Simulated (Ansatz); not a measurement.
# A series in volume scale on BN

All results are calculated (Ansatz 0.2.0). Periodic Kohn-Sham DFT of a crystal at fixed atoms, scaled to volume_scale times the given cell; pressure positive in compression, energy less spherical unpolarised free atoms, largest_vzz the field gradient of largest size among the nuclei.

The cell before it is scaled or strained (space group P6_3/mmc, No. 194):
```
BN
1.0
      2.5040     0.0000     0.0000
     -1.2520     2.1685     0.0000
      0.0000     0.0000     6.6612
B N
2 2
Direct
  0.33333 0.66667 0.25000
  0.66667 0.33333 0.75000
  0.33333 0.66667 0.75000
  0.66667 0.33333 0.25000
```

Settings of every row: method frozen-core PAW; functional PBE; relativity scalar; k mesh 11x11x4; filling fermi-dirac; smearing width 0.02 eV; wave cutoff 420 eV; paw set soft_2.

Atom start moment: 0 on all atoms.

Limits: a layered crystal: even scaling strains the bonds within the layers, so this curve is stiffer than the crystal under pressure.

```
row  volume scale  V (Å³/atom)  largest V_zz (1e21 V/m^2)  pressure (GPa)
  1          0.94          8.5                      2.936          20.409
  2          0.96        8.681                      2.896          14.183
  3          0.98        8.862                      2.857           8.509
  4          0.99        8.952                      2.837           5.857
  5             1        9.043                      2.817            3.32
  6          1.01        9.133                      2.799           0.899
  7          1.02        9.223                       2.78          -1.416
  8          1.04        9.404                          ?               ?
  9          1.06        9.585                      2.708          -9.688
```

Question: what largest V_zz and pressure should row 8 give?

Worked fit of largest V_zz. Take t = volume scale − 0.99. The shown rows have t = -0.05, -0.03, -0.01, 0, 0.01, 0.02, 0.03, 0.07. Least squares give largest V_zz = 2.8369 − 1.927 × t + 1.2 × t² 1e21 V/m^2; a straight line predicts inner rows, each left out in turn, worse (root mean square 0.0015 against 0.00055 1e21 V/m^2). The rows lie off it by 0.000, 0.000, 0.001, 0.000, -0.001, 0.000, 0.000, 0.000. The withheld row has t = 0.05, so the fit gives 2.8369 − 1.927 × (0.05) + 1.2 × (0.05)² = 2.744 1e21 V/m^2.

The calculation gave 2.743 1e21 V/m^2. The fit lies 0.001 1e21 V/m^2 (0.44 % of the column's range) above it, one unit of the last digit.

Worked fit of pressure. Take u = (V_r/V)^(2/3) − 1 with V_r = 8.9975 Å³ an atom, which is twice the finite (Eulerian) strain; such expansions in the strain, on which the Birch-Murnaghan equation of state is built, carry the rest volume and the bulk modulus. The shown rows have u = 0.03865, 0.02416, 0.01017, 0.00339, -0.00336, -0.00992, -0.01637, -0.04129. Least squares give pressure = 4.5723 + 378.589 × u + 804.4 × u² GPa; a straight line predicts inner rows, each left out in turn, worse (root mean square 0.38 against 0.0086 GPa). The rows lie off it by 0.003, -0.006, 0.003, -0.008, 0.011, 0.003, -0.006, 0.000 (root mean square 0.006 GPa). The pressure vanishes at u = -0.0124, or V = 9.168 Å³ an atom, and there the bulk modulus at fixed shape and fractions is B = −V dP/dV = (2/3)(1 + u) dP/du = 236 GPa. Letting shape and atoms relax would as a rule lower it, by much in layered, chain or molecular crystals. The withheld row has u = -0.02903, so the fit gives 4.5723 + 378.589 × (-0.02903) + 804.4 × (-0.02903)² = -5.740 GPa.

The calculation gave -5.738 GPa. The fit lies 0.002 GPa (0.0066 % of the column's range) below it; its largest miss of a shown row is 0.011 GPa.
